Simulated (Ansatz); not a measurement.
## How MoP stores the work of compression

Level of theory: DFT PBE, scalar-relativistic, plane waves, PAW (Ansatz 0.2.0). Settings: 420 eV cutoff, 18×18×14 k-mesh, Gaussian smearing of 0.10 eV, no spin polarisation.

Starting point, cell and atoms relaxed:

```
Mo P
1.0
     3.24104    0.00000    0.00000
    -1.62052    2.80683    0.00000
     0.00000    0.00000    3.19523
Mo P
1 1
Direct
  0.00000 0.00000 0.00000
  0.33333 0.66667 0.50000
```

Cell and atoms were relaxed at each target pressure within the start's symmetry (P-6m2), at zero temperature; other phases can be more stable under pressure. H = E + PV with P the target; E is the free energy at the smearing used, whose derivative the pressure is, per atom and counted from zero pressure.

A cell with an odd number of electrons and no spin polarisation is a metal by construction and may be lower with spin.

| P (GPa) | V (Å³/atom) | E − E0 (meV) | H − H0 (meV) |
| --- | --- | --- | --- |
| 0 | 14.534 | 0.0 | 0.0 |
| 1 | 14.467 | 0.2 | 90.5 |
| 4 | 14.277 | 3.1 | 359.5 |
| 12 | 13.821 | 25.5 | 1060.7 |
| 25 | 13.220 | 94.1 | 2157.0 |
| 50 | 12.342 | 295.9 | 4147.6 |
| 90 | 11.356 | 719.1 | 7098.0 |

Thermodynamics gives dH/dP = V along a relaxed path. Integrate V over P by the trapezoid rule and compare with the computed enthalpies.

With 1 eV/Å³ = 160.22 GPa, each step adds the mean volume times ΔP / 160.22:
```
P (GPa)  ∫V dP (meV) H − H0 (meV) difference (meV)
      1         90.5          90.5               0.0
      4        359.6         359.5               0.1
     12       1061.1        1060.7               0.4
     25       2158.2        2157.0               1.2
     50       4152.5        4147.6               5.0
     90       7110.7        7098.0              12.7
```

V(P) curves upward, so the trapezoid rule runs high; integrating a smooth curve through the same points puts that excess at about 12.7 meV at 90 GPa, against the 12.7 meV found.

At 90 GPa, how much of the enthalpy change is stored energy and how much is the PV term?

E rises by 719 meV/atom and PV is 90 × 11.356 / 160.22 = 6379 meV/atom, so PV makes 90 % of ΔH. So between rival structures at high pressure a small difference in volume can outweigh the difference in energy: 1 % of this volume is worth 63.8 meV/atom at this pressure.

What bulk modulus do the lowest pressures give, and how is the compression shared among the axes?

From the pressures that the runs reached, -1.00 GPa (14.601 Å³) and 0.99 GPa (14.467 Å³), B = −ΔP/Δln V = 1.99 / 0.0093 = 215 GPa, a mean over that range. The linear compressibilities −Δln(length)/ΔP are 1.86 along a, 1.86 along b, 0.93 along c (in TPa⁻¹). With fixed angles they add up to 1/B: 4.65 against 4.64. Softest: a and b, at 40 % of the volume change per axis.